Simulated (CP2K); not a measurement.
Runs of CP2K 2026.2 on KI. Symmetry: Pm-3m, No. 221, cubic system. Conventional cell: a = 4.291 Å, b = 4.291 Å, c = 4.291 Å, α = 90.00°, β = 90.00°, γ = 90.00°. I (site symmetry m-3m) is surrounded by 8 K at 3.72 Å. Around K (site symmetry m-3m) lie 8 I at 3.72 Å. Measurements of this composition are mostly on another form, of space group No. 225.

```csv
level,cutoff of the non-local correlation (Ry),gap on the mesh (eV),pressure (GPa)
PBEsol,-,3.12,-0.4
WC,-,3.16,-0.3
BLYP,-,3.44,(c)
PBE,-,3.32,0.6
vdW-DF-cx,300,3.38,-0.2
TASK,-,6.19,(a)
LDA,-,(b),-1.4
```

Alike in all rows: task atomic charges; potentials or basis POTENTIAL_UZH I GTH-PBE-q7, K GTH-PBE-q9; TZVP-MOLOPT-PBE-GTH basis; no spin polarisation; cell as given; k mesh 6 × 6 × 6; smearing fermi-dirac 0.05 eV.

Problem. Estimate the missing entries.

Solution. (a) 5.5; (b) 2.89; (c) 1.5.

Caveats: spin-orbit coupling is left out, which moves the levels of the heavy elements; the basis of atomic orbitals isn't converged, which shifts pressures, moduli and gaps; the potentials were made for another functional, which shifts forces and pressure (some runs).

A k mesh can miss the band edges, and the runs leave out spin-orbit coupling on I.
